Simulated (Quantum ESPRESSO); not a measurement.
Crystal: SnO.

```
CELL_PARAMETERS angstrom
3.81370 0.00000 0.00000
0.00000 3.81370 0.00000
0.00000 0.00000 4.88691
ATOMIC_POSITIONS crystal
Sn 0.50000 0.00000 0.76463
Sn 0.00000 0.50000 0.23537
O 0.00000 0.00000 0.00000
O 0.50000 0.50000 0.00000
```

The cell is a database's computed one.

Base run:

```yaml
Program: Quantum ESPRESSO 7.5
Functional: BLYP
Potentials_or_basis: PseudoDojo 0.4.1 SR PBE standard
Cutoff: 1143 eV
Density_cutoff: 4572 eV
k_mesh: 6 × 6 × 4, shifted
Occupations: fermi-dirac, width 0.05 eV
Spin: no spin polarisation
```

Its results: pressure 8.9 GPa; largest force 0.657 eV/Å; electronic dielectric tensor (diagonal) 7.47, 7.47, 6.60.

Q: The run is repeated on the same cell with these changes: functional from BLYP to PBE. What comes out?

A: Pressure 4.1 GPa; largest force 0.452 eV/Å; electronic dielectric tensor (diagonal) 8.13, 8.13, 7.05.

PBE binds more tightly than BLYP, so the same cell stands under less pressure.

Caveats: the cell is more than 3 GPa from zero pressure, which shifts response properties; the potentials were made for another functional, which shifts forces and pressure (some runs).
